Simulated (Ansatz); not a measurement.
# GaP (SC16): the cost of one run

Computed with Ansatz 0.2.0 (DFT PBEsol, scalar-relativistic, plane waves, PAW, unless a step's input says otherwise).

### 1 The starting structure

It takes space group Pa-3 (No. 205, cubic). Conventional cell: a = 6.400 Å, b = 6.400 Å, c = 6.400 Å, α = 90.00°, β = 90.00°, γ = 90.00°. Ga (site symmetry 3) has 1 Ga at 2.10 Å and 3 P at 2.31 Å as nearest neighbours. P (site symmetry 3) is surrounded by 1 P at 2.29 Å and 3 Ga at 2.31 Å.

Structure file:

```
CELL_PARAMETERS angstrom
6.40000 0.00000 0.00000
0.00000 6.40000 0.00000
0.00000 0.00000 6.40000
ATOMIC_POSITIONS crystal
Ga 0.09470 0.09470 0.09470
Ga 0.90530 0.90530 0.90530
Ga 0.40530 0.90530 0.59470
Ga 0.59470 0.09470 0.40530
Ga 0.59470 0.40530 0.90530
Ga 0.40530 0.59470 0.09470
Ga 0.90530 0.59470 0.40530
Ga 0.09470 0.40530 0.59470
P 0.60330 0.60330 0.60330
P 0.39670 0.39670 0.39670
P 0.89670 0.39670 0.10330
P 0.10330 0.60330 0.89670
P 0.10330 0.89670 0.39670
P 0.89670 0.10330 0.60330
P 0.39670 0.10330 0.89670
P 0.60330 0.89670 0.10330
```

### 2 Cell and atoms relaxed at 12 GPa

input.yaml

```yaml
crystal:
  lattice:
    - [6.4, 0.0, 0.0]
    - [0.0, 6.4, 0.0]
    - [0.0, 0.0, 6.4]
  atoms:
    - { symbol: Ga, position: [0.0947, 0.0947, 0.0947] }
    - { symbol: Ga, position: [0.9053, 0.9053, 0.9053] }
    - { symbol: Ga, position: [0.4053, 0.9053, 0.5947] }
    - { symbol: Ga, position: [0.5947, 0.0947, 0.4053] }
    - { symbol: Ga, position: [0.5947, 0.4053, 0.9053] }
    - { symbol: Ga, position: [0.4053, 0.5947, 0.0947] }
    - { symbol: Ga, position: [0.9053, 0.5947, 0.4053] }
    - { symbol: Ga, position: [0.0947, 0.4053, 0.5947] }
    - { symbol: P, position: [0.6033, 0.6033, 0.6033] }
    - { symbol: P, position: [0.3967, 0.3967, 0.3967] }
    - { symbol: P, position: [0.8967, 0.3967, 0.1033] }
    - { symbol: P, position: [0.1033, 0.6033, 0.8967] }
    - { symbol: P, position: [0.1033, 0.8967, 0.3967] }
    - { symbol: P, position: [0.8967, 0.1033, 0.6033] }
    - { symbol: P, position: [0.3967, 0.1033, 0.8967] }
    - { symbol: P, position: [0.6033, 0.8967, 0.1033] }
scf:
  occupations: { method: gaussian, width: 0.03 }
output:
  forces: true
  stress: true
  eigenvalues: true
  write_density: true
  write_potential: true
  elf: true
  volumetric_format: npy
hamiltonian:
  xc: pbesol
basis:
  ecutwfc: 500
kpoints:
  mp_grid: { grid: [6, 6, 6] }
relax:
  f_tol: 0.005
  max_steps: 60
  cell: { stress_tol: 0.05, p_target: 12 }
```

Started as:

```console
> ansatz run input.yaml --threads 4 --pin off --max-ram 10240MiB --backend cpu --events-out ev --progress --plain --runs-dir out
```

Q: Estimate wall time and peak memory on 4 threads of Intel Xeon at 2.70GHz, shared host.

About 2.5 min, with a peak of 1.3 GiB.
